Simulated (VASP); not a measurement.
Input of a VASP 6.6.1 run:

File INCAR:

```
SYSTEM = Ge
  ALGO = Normal
  EDIFF = 1E-6
  ENCUT = 520
  GGA = RE
  ISIF = 2
  ISMEAR = -1
  LASPH = .True.
  LCHARG = .False.
  LREAL = .False.
  LWAVE = .False.
  NBANDS = 13
  NELM = 100
  PREC = Accurate
  SIGMA = 0.1
```

File KPOINTS:

```
k-points
0
Gamma
  19 19 19
  0 0 0
```

Contents of POSCAR:

```
Ge
1.0
    2.7300395176      0.0000000000      0.0000000000
    0.0000000000      2.7300395176      0.0000000000
    0.0000000000      0.0000000000      2.7300395176
Ge
1
Direct
    0.0000000000      0.0000000000      0.0000000000
```

Potentials or basis: VASP PAW PBE potentials, release 64 (Ge_d).

Run with:

```bash
$ cat potpaw_PBE.64/Ge_d/POTCAR > POTCAR
$ mpirun -np 1 vasp_std > vasp.out
```

Estimate the band gap on the k mesh.

none (metal or under the smearing width).

What does it give for the pressure?

-0.3 GPa.

Caveat: the PAW data sets were made with another functional, which shifts forces and pressure a little.
